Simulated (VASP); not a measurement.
The system is InPd.

```
In Pd
1.0
     3.27188    0.00000    0.00000
     0.00000    3.27188    0.00000
     0.00000    0.00000    3.27188
In Pd
1 1
Cartesian
  0.0000 0.0000 0.0000
  1.6359 1.6359 1.6359
```

The cell comes from a database or a generator and needn't be the stable form of this composition.

* Program: VASP 6.6.1
* Task: relaxation of cell and atoms
* Functional: PBEsol
* Dispersion: D3
* Potentials or basis: VASP PAW PBE potentials, release 64 (In_d, Pd)
* Cutoff: 600 eV
* k mesh: 8 × 8 × 8
* Occupations: fermi-dirac, width 0.05 eV
* Spin: no spin polarisation

At the start: pressure -5.7 GPa; volume 17.51 Å³/atom.

**Question.** How do energy, volume and symmetry change on relaxing?

**Answer.** Over 3 steps the energy falls by 14.4 meV/atom and the volume is 16.75 Å³/atom (-4.3 %); space group Pm-3m (No. 221, to 0.05 Å).

The path:
```csv
step,energy change (eV),largest force (eV/Å),pressure (GPa),volume (Å³)
1,0.0000,0.0000,-5.70,35.03
2,0.0063,0.0000,7.73,31.96
3,-0.0289,0.0000,0.00,33.50
```

Final structure:
```
In Pd
1.0
     3.22379    0.00000    0.00000
     0.00000    3.22379    0.00000
     0.00000    0.00000    3.22379
In Pd
1 1
Direct
  0.00000 0.00000 0.00000
  0.50000 0.50000 0.50000
```

Caveat: the PAW data sets were made with another functional, which shifts forces and pressure a little; pairwise dispersion overbinds metals, which lowers pressure and volume.
